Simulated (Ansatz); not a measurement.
Write the native input for Ansatz 0.2.0 that does the following.

* Task: band structure
* Functional: PBE
* Potentials or basis: all-electron LAPW, scalar-relativistic
* Cutoff: 324 eV (chosen from the basis error)
* Basis error allowed: 0.001 eV/atom
* k mesh: 10 × 10 × 10
* Occupations: fermi-dirac, width 0.05 eV
* Spin: collinear spin, ferromagnetic start
* Starting moments: [4.0, 0.0] μB

Crystal: MnO.

```xyz
2
Lattice="0.0000 2.2239 2.2239 2.2239 0.0000 2.2239 2.2239 2.2239 0.0000" Properties=species:S:1:pos:R:3 pbc="T T T"
Mn    0.0000    0.0000    0.0000
O     2.2239    2.2239    2.2239
```

The cell is a database's computed one.

One way to write it, as run:

input.yaml

```yaml
crystal:
  lattice:
    - [0.0, 2.2239077028, 2.2239077028]
    - [2.2239077028, 0.0, 2.2239077028]
    - [2.2239077028, 2.2239077028, 0.0]
  atoms:
    - { symbol: Mn, position: [0.0, 0.0, 0.0], spin: 4.0 }
    - { symbol: O, position: [0.5, 0.5, 0.5] }
kpoints:
  mp_grid: { grid: [10, 10, 10] }
  band_path:
    path:
      - [0.0, 0.0, 0.0]
      - [0.5, 0.0, 0.5]
      - [0.5, 0.25, 0.75]
      - [0.375, 0.375, 0.75]
      - [0.0, 0.0, 0.0]
      - [0.5, 0.5, 0.5]
      - [0.625, 0.25, 0.625]
      - [0.5, 0.25, 0.75]
    npoints: 12
scf:
  occupations: { method: fermi_dirac, width: 0.05 }
hamiltonian:
  xc: pbe
  pseudopotentials: { kind: all_electron, lapw: { basis_error: 0.001 } }
magnetization:
  spin_polarized: true
output:
  forces: true
  stress: true
  eigenvalues: true
```

Potentials or basis: all-electron LAPW, scalar-relativistic.

The run is started by

```bash
$ ansatz run input.yaml --threads 2 --pin off --max-ram 6144MiB --backend cpu --events-out ev --progress --plain --runs-dir out
```

Results of the run:

```json
{
  "Pressure": "0.1 GPa",
  "Band gap along the path": "none (metal or under the smearing width)",
  "Net moment": "4.79 μB per cell",
  "Absolute moment": "4.79 μB per cell",
  "Site moments": "Mn +4.34; O +0.24 μB"
}
```

Caveat: a cell with one magnetic atom can't hold antiferromagnetic order, which such compounds often take; semilocal functionals often make such compounds metallic where correlation or magnetic order opens a gap, which also shifts bond lengths.

Wall time 15 s on 2 threads of Arm Neoverse V1 (shared host), peak memory 0.4 GiB.
